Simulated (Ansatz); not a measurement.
All numbers below come from DFT PBE, scalar-relativistic, plane waves, PAW in Ansatz 0.2.0. All cells share a 420 eV cutoff and Γ-centred k meshes spaced at most about 0.3 Å⁻¹ (about 0.25 or finer for metals, 2π included). No spin polarisation.

The zero of energy is the elements' standard structures at the same level; no fitted shifts are applied.

All energies are static (0 K, no zero-point motion). The comparison covers the computed candidates alone.

A search for Zr2Si3 gave 6 distinct relaxed structures. Coordination counts Si atoms around Zr (those within 1.25 times the shortest such distance or 1.15 times the sum of covalent radii, 1.27 where that leaves under three; a plus sign parts nearer from farther groups; a slash parts the counts of unlike sites). Cells relaxed within their symmetry can be saddle points.

**Question.** Which structure of Zr2Si3 came out lowest?

**Answer.** The one with space group P-3m1 (No. 164), reached from: A-type sesquioxide type (P-3m1). It has a = 3.746 Å, c = 7.742 Å, 18.8 Å³/atom, no gap on the mesh. Zr is surrounded by 3 Si at 2.64 Å and 4 Si at 2.82–2.89 Å; Si on a site of symmetry -3m has 6 Zr at 2.64 Å; Si on a site of symmetry 3m is surrounded by 3 Si at 2.42 Å and 4 Zr at 2.82–2.89 Å. Its energy over the elements is −0.64 eV/atom. It lies below the elements, which doesn't yet make it stable against other compounds or structures. An observed structure of this formula, if there is one, may be missing.

```xyz
5
Lattice="3.7456 0.0000 0.0000 -1.8728 3.2438 0.0000 0.0000 0.0000 7.7419" Properties=species:S:1:pos:R:3 pbc="T T T"
Zr    0.0000    2.1625    1.5223
Zr    1.8728    1.0813    6.2196
Si    0.0000    0.0000    0.0000
Si    0.0000    2.1625    4.4158
Si    1.8728    1.0813    3.3261
```

**Question.** How much higher is the P-6m2 structure with 18.4 Å³/atom and coordination Zr 2+6/3+6 (reached from: Fe3Ge2 type (P-6m2))?

**Answer.** 0.38 eV/atom. It has no gap on its mesh.

**Question.** How much higher is the P-4m2 structure with 18.3 Å³/atom and coordination Zr 7 (reached from: Er2Se3 type (P-4m2))?

**Answer.** 169 meV/atom. It has no gap on its mesh. It holds Si–Si nets (shortest 2.41 Å).

Some structure types and database cells were kept out of the candidates from the start, so a known form may be missing.
